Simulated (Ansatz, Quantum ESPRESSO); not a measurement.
# Evanescent states of BeS, zinc blende type, lattice constant set to 4.967 Å, part 3 of 4

Wanted: the complex band structure of BeS, zinc blende type, lattice constant set to 4.967 Å, as for a tunnel barrier.

Quantum ESPRESSO 7.5; plane-wave DFT, PBE, GBRV ultrasoft pseudopotentials; cross-check by Ansatz 0.2.0 with PAW datasets.

So far. Step 2 (Ground state): The run needed 10 iterations to bring the estimated error under 1e-09 Ry.

The structure was built from a prototype and need not be the compound's stable phase.

### 3. Complex band structure (continued)

Level of this step: complex band structure by pwcond; plane-wave DFT, PBE, GBRV ultrasoft pseudopotentials (Quantum ESPRESSO).

K across = (1/2, 1/2) in the cell's reciprocal vectors; values within 0.0025 1/Å of each other count once, columns are sorted by size at each energy, a dash where no further value was kept. Table of Im kz of the slowest decaying states by energy, zero at the highest filled level of the SCF mesh:

```
energy (eV)  decay 1 (Å⁻¹)  decay 2 (Å⁻¹)  decay 3 (Å⁻¹)
      -1.92          0.279           2.29            2.3
      -1.76          0.308          0.315           2.28
      -1.44          0.348          0.367           2.26
      -1.28          0.361          0.387           2.25
      -0.96           0.38          0.418           2.23
      -0.80          0.386          0.431           2.22
      -0.64          0.391          0.441           2.21
      -0.32          0.395          0.457           2.19
      -0.16          0.395          0.463           2.17
       0.00          0.394          0.468           2.16
       0.32          0.389          0.474           2.14
       0.48          0.385          0.475           2.13
       0.80          0.373          0.476           2.11
       0.96          0.366          0.474           2.10
       1.12          0.358          0.472           2.09
       1.44          0.339          0.466           2.06
       1.60          0.327          0.462           2.05
       1.76          0.314          0.457           2.04
       2.08          0.285          0.444           2.02
       2.24          0.267          0.437           2.01
       2.56          0.226          0.419           1.98
       2.72            0.2          0.409           1.97
       2.88          0.169          0.399           1.96
       3.20          0.068          0.374           1.94
       3.36           0.36           1.92           1.97
       3.52          0.344           1.91           1.96
       3.84          0.309           1.89           1.93
       4.00          0.288           1.87           1.92
       4.32          0.239           1.85            1.9
       4.48          0.209           1.83           1.89
```

K across = (1/4, 0) in the cell's reciprocal vectors; values within 0.0025 1/Å of each other count once, columns are sorted by size at each energy, a dash where no further value was kept. The Im kz of the slowest decaying states by energy, zero at the highest filled level of the SCF mesh:

```
energy (eV)  decay 1 (Å⁻¹)  decay 2 (Å⁻¹)  decay 3 (Å⁻¹)
      -1.92          0.078           1.23           1.53
      -1.76          0.104           1.21           1.52
      -1.44          0.115           1.18           1.49
      -1.28          0.103           1.16           1.47
      -0.96           1.12           1.44           1.76
      -0.80           1.11           1.42           1.75
      -0.64           1.09           1.41           1.74
      -0.32          0.153           1.05           1.37
      -0.16          0.117          0.198           1.03
       0.00          0.232           1.01           1.34
       0.32          0.281          0.354          0.974
       0.48            0.3          0.395          0.955
       0.80           0.33          0.459          0.915
       0.96          0.341          0.484          0.894
       1.12          0.351          0.506          0.873
       1.44          0.367          0.542          0.831
       1.60          0.373          0.557          0.809
       1.76          0.377          0.571          0.786
       2.08          0.383          0.594           0.74
       2.24          0.384          0.603          0.715
       2.56          0.383          0.619          0.664
       2.72          0.382          0.625          0.637
       2.88          0.378          0.608          0.631
       3.20          0.369          0.546           0.64
       3.36          0.363          0.512          0.644
       3.52          0.355          0.475          0.647
       3.84          0.336          0.387          0.653
       4.00          0.324          0.333          0.655
       4.32          0.173          0.295          0.663
       4.48          0.276          0.679           1.15
```

### 4. Complex band structure, with epsproj = 0.01

A sensitivity test on the input.

cbs.w.in

```
&inputcond
  outdir = './out'
  prefixl = 'scf'
  band_file = 'cbs.w'
  ikind = 0
  ewind = 4.0
  epsproj = 0.01
  nz1 = 7
  energy0 = 4.48
  denergy = -0.16
/
4
  0.00000000 0.00000000 1.00000000
  0.50000000 0.00000000 1.00000000
  0.50000000 0.50000000 1.00000000
  0.25000000 0.00000000 1.00000000
41
```

Launch:

```sh
$ OMP_NUM_THREADS=1 mpirun -n 2 pwcond.x -in cbs.w.in > cbs.w.out
```

The program printed:

```text
[banner, memory and clock lines left out]
Program PWCOND v.7.5 starts
[citation notice left out]

[...]
./out/scf.save/

     IMPORTANT: XC functional enforced from input :
     Exchange-correlation= PBE
                           (   1   4   3   4   0   0   0)
     Any further DFT definition will be discarded
     Please, verify this is what you really want

     Reading collected, re-writing distributed wavefunctions

===== INPUT FILE containing the left lead =====

     GEOMETRY:

     lattice parameter (alat)  =       6.6371  a.u.
     the volume                =     413.4748 (a.u.)^3
     the cross section         =      44.0510 (a.u.)^2
     l of the unit cell        =       1.4142 (alat)
     number of atoms/cell      =            4
     number of atomic types    =            2

     crystal axes: (cart. coord. in units of alat)
               a(1) = (  1.0000  0.0000  0.0000 )
               a(2) = (  0.0000  1.0000  0.0000 )
               a(3) = (  0.0000  0.0000  1.4142 )

   Cartesian axes

     site n.     atom                  positions (alat units)
          1        Be     tau(  1)=(  0.0000  0.0000  1.4142  )
          2        S      tau(  2)=(  0.5000  0.0000  0.3536  )
          3        Be     tau(  3)=(  0.5000  0.5000  0.7071  )
          4        S      tau(  4)=(  0.0000  0.5000  1.0607  )

     nr1s                      =           27
     nr2s                      =           27
     nr3s                      =           40
     nr1sx                     =           27
     nr2sx                     =           27
     nr3sx                     =           40
     nr1                       =           30
     nr2                       =           30
     nr3                       =           45
     nr1x                      =           30
     nr2x                      =           30
     nr3x                      =           45

 _______________________________
  Radii of nonlocal spheres:

     type       ibeta     ang. mom.          radius (alat units)
       Be         1         0                    0.2435
       Be         2         0                    0.2435
       Be         3         0                    0.2435
       Be         4         1                    0.2435
       Be         5         1                    0.2435
       Be         6         2                    0.2435
       S          1         0                    0.2272
       S          2         0                    0.2272
       S          3         1                    0.2272
       S          4         1                    0.2272
       S          5         2                    0.2272
       S          6         2                    0.2272
----- General information -----

----- Complex band structure calculation -----

     nrx                       =           27
     nry                       =           27
     nz1                       =            7

     energy0               =         4.5E+00
     denergy               =        -1.6E-01
     nenergy               =         41
     ecut2d                =         4.0E+01
     ewind                 =         4.0E+00
     epsproj               =         1.0E-02

     number of k_|| points=    4
                       cryst. coord.
        k(    1) = (   0.0000000   0.0000000), wk =   0.2500000
        k(    2) = (   0.5000000   0.0000000), wk =   0.2500000
        k(    3) = (   0.5000000   0.5000000), wk =   0.2500000
        k(    4) = (   0.2500000   0.0000000), wk =   0.2500000
----- Information about left lead -----

     nocros                   =           14
     noins                    =           50
     norb                     =           78
     norbf                    =           78
     nrz                      =           40

      iorb      type   ibeta   ang. mom.   m       position (alat)
        1        1       1        0        1   taunew(   1)=(  0.0000  0.0000  0.0000)
        2        1       2        0        1   taunew(   2)=(  0.0000  0.0000  0.0000)
[...]
78        1       6        2        5   taunew(  78)=(  0.0000  0.0000  1.4142)
    k slab    z(k)  z(k+1)     crossing(iorb=1,norb)
    1   0.0000 0.0354 0.0354   111111111111110000000000000000000000000000000000000000000000000000000000000000
    2   0.0354 0.0707 0.0354   111111111111110000000000000000000000000000000000000000000000000000000000000000
[...]
40   1.3789 1.4142 0.0354   000000000000000000000000000000000000000000000000000000000000000011111111111111
 ngper, shell number =          137          22
 ngper, n2d =          137          47
---  E-Ef =    4.4800000  k =    0.0000000   0.0000000
---  ie =          1  ik =          1
 Nchannels of the left tip =            1
 Right moving states:
   k1(2pi/a)   k2(2pi/a)   E-Ef (eV)
   0.4874150  -0.0000000   4.4800000
 Left moving states:
   k1(2pi/a)   k2(2pi/a)   E-Ef (eV)
  -0.4874143   0.0000000   4.4800000

---  E-Ef =    4.3200000  k =    0.0000000   0.0000000
---  ie =          2  ik =          1
 Nchannels of the left tip =            1
 Right moving states:
   k1(2pi/a)   k2(2pi/a)   E-Ef (eV)
   0.4402926  -0.0000000   4.3200000
 Left moving states:
   k1(2pi/a)   k2(2pi/a)   E-Ef (eV)
  -0.4402923   0.0000000   4.3200000
[... further energies and points left out ...]
---  E-Ef =   -1.7600000  k =    0.2500000   0.0000000
---  ie =         40  ik =          4
 Nchannels of the left tip =            2
 Right moving states:
   k1(2pi/a)   k2(2pi/a)   E-Ef (eV)
   0.2541285  -0.0000000  -1.7600000
   0.3971119  -0.0000000  -1.7600000
 Left moving states:
   k1(2pi/a)   k2(2pi/a)   E-Ef (eV)
  -0.2541275   0.0000000  -1.7600000
  -0.3971094   0.0000000  -1.7600000

---  E-Ef =   -1.9200000  k =    0.2500000   0.0000000
---  ie =         41  ik =          4
 Nchannels of the left tip =            2
 Right moving states:
   k1(2pi/a)   k2(2pi/a)   E-Ef (eV)
   0.1298760  -0.0000000  -1.9200000
   0.3702493  -0.0000000  -1.9200000
 Left moving states:
   k1(2pi/a)   k2(2pi/a)   E-Ef (eV)
  -0.1298750   0.0000000  -1.9200000
  -0.3702473   0.0000000  -1.9200000

[...]
```

Elapsed: 25 s, on 2 MPI ranks of Arm Neoverse V2, shared host; peak memory 0.1 GiB; 50 s of CPU time.

The changed values were drawn from a wide range, not chosen for quality; the comparison shows what they did here together.

Beside the run it was changed from:

```
                                       quantity  this run  unchanged run  difference
peak of the smallest κ at the zone centre (Å⁻¹)      0.33          0.323      0.0070
                                  wall time (s)        25            101
```

The physical values in this table move by up to 2.2 %.

### 5. Complex band structure, with nenergy = 0

One more run, with a changed input.

cbs.bad.in

```
&inputcond
  outdir = './out'
  prefixl = 'scf'
  band_file = 'cbs.bad'
  ikind = 0
  ewind = 4.0
  epsproj = 1e-05
  nz1 = 7
  energy0 = 4.48
  denergy = -0.16
/
4
  0.00000000 0.00000000 1.00000000
  0.50000000 0.00000000 1.00000000
  0.50000000 0.50000000 1.00000000
  0.25000000 0.00000000 1.00000000
0
```

Launch:

```sh
$ OMP_NUM_THREADS=1 mpirun -n 2 pwcond.x -in cbs.bad.in > cbs.bad.out
```

The program printed:

```text
[banner, memory and clock lines left out]
Program PWCOND v.7.5 starts
[citation notice left out]

[...]
./out/scf.save/

     IMPORTANT: XC functional enforced from input :
     Exchange-correlation= PBE
                           (   1   4   3   4   0   0   0)
     Any further DFT definition will be discarded
     Please, verify this is what you really want

     Reading collected, re-writing distributed wavefunctions

===== INPUT FILE containing the left lead =====

     GEOMETRY:

     lattice parameter (alat)  =       6.6371  a.u.
     the volume                =     413.4748 (a.u.)^3
     the cross section         =      44.0510 (a.u.)^2
     l of the unit cell        =       1.4142 (alat)
     number of atoms/cell      =            4
     number of atomic types    =            2

     crystal axes: (cart. coord. in units of alat)
               a(1) = (  1.0000  0.0000  0.0000 )
               a(2) = (  0.0000  1.0000  0.0000 )
               a(3) = (  0.0000  0.0000  1.4142 )

   Cartesian axes

     site n.     atom                  positions (alat units)
          1        Be     tau(  1)=(  0.0000  0.0000  1.4142  )
          2        S      tau(  2)=(  0.5000  0.0000  0.3536  )
          3        Be     tau(  3)=(  0.5000  0.5000  0.7071  )
          4        S      tau(  4)=(  0.0000  0.5000  1.0607  )

     nr1s                      =           27
     nr2s                      =           27
     nr3s                      =           40
     nr1sx                     =           27
     nr2sx                     =           27
     nr3sx                     =           40
     nr1                       =           30
     nr2                       =           30
     nr3                       =           45
     nr1x                      =           30
     nr2x                      =           30
     nr3x                      =           45

 _______________________________
  Radii of nonlocal spheres:

     type       ibeta     ang. mom.          radius (alat units)
       Be         1         0                    0.2435
       Be         2         0                    0.2435
       Be         3         0                    0.2435
       Be         4         1                    0.2435
       Be         5         1                    0.2435
       Be         6         2                    0.2435
       S          1         0                    0.2272
       S          2         0                    0.2272
       S          3         1                    0.2272
       S          4         1                    0.2272
       S          5         2                    0.2272
       S          6         2                    0.2272
----- General information -----

----- Complex band structure calculation -----

     nrx                       =           27
     nry                       =           27
     nz1                       =            7

     energy0               =         4.5E+00
     denergy               =        -1.6E-01
     nenergy               =          0
     ecut2d                =         4.0E+01
     ewind                 =         4.0E+00
     epsproj               =         1.0E-05

     number of k_|| points=    4
                       cryst. coord.
        k(    1) = (   0.0000000   0.0000000), wk =   0.2500000
        k(    2) = (   0.5000000   0.0000000), wk =   0.2500000
        k(    3) = (   0.5000000   0.5000000), wk =   0.2500000
        k(    4) = (   0.2500000   0.0000000), wk =   0.2500000
----- Information about left lead -----

     nocros                   =           14
     noins                    =           50
     norb                     =           78
     norbf                    =           78
     nrz                      =           40

      iorb      type   ibeta   ang. mom.   m       position (alat)
        1        1       1        0        1   taunew(   1)=(  0.0000  0.0000  0.0000)
        2        1       2        0        1   taunew(   2)=(  0.0000  0.0000  0.0000)
[...]
78        1       6        2        5   taunew(  78)=(  0.0000  0.0000  1.4142)
    k slab    z(k)  z(k+1)     crossing(iorb=1,norb)
    1   0.0000 0.0354 0.0354   111111111111110000000000000000000000000000000000000000000000000000000000000000
    2   0.0354 0.0707 0.0354   111111111111110000000000000000000000000000000000000000000000000000000000000000
[...]
40   1.3789 1.4142 0.0354   000000000000000000000000000000000000000000000000000000000000000011111111111111
 ngper, shell number =          137          22
 ngper, n2d =          137         110
 ngper, shell number =          138          32
 ngper, n2d =          138         108
 ngper, shell number =          148          18
 ngper, n2d =          148         109
 ngper, shell number =          141          57
 ngper, n2d =          141         110

[...]
```

Run time: 1.7 s. Hardware: 2 MPI ranks; peak memory 0.09 GiB.

The run finished, but its numbers are not taken as the system's. The fault: no energies.

[end of part 3 of 4]

[Logs are printed without paths, hosts, clocks, repeated set-up lines and the standing remarks that a program may print on its own settings, such as how far it seeks lower states.]

[Hosts, paths, dates, database ids (printed as entryN), source tags and the programs' standing remarks are cut or masked in the printed files.]

[Maps of the electrostatic potential energy from Ansatz leave out the sawtooth potential of an applied field or a dipole correction, so their vacuum need not be flat; planar profiles and work functions include it.]
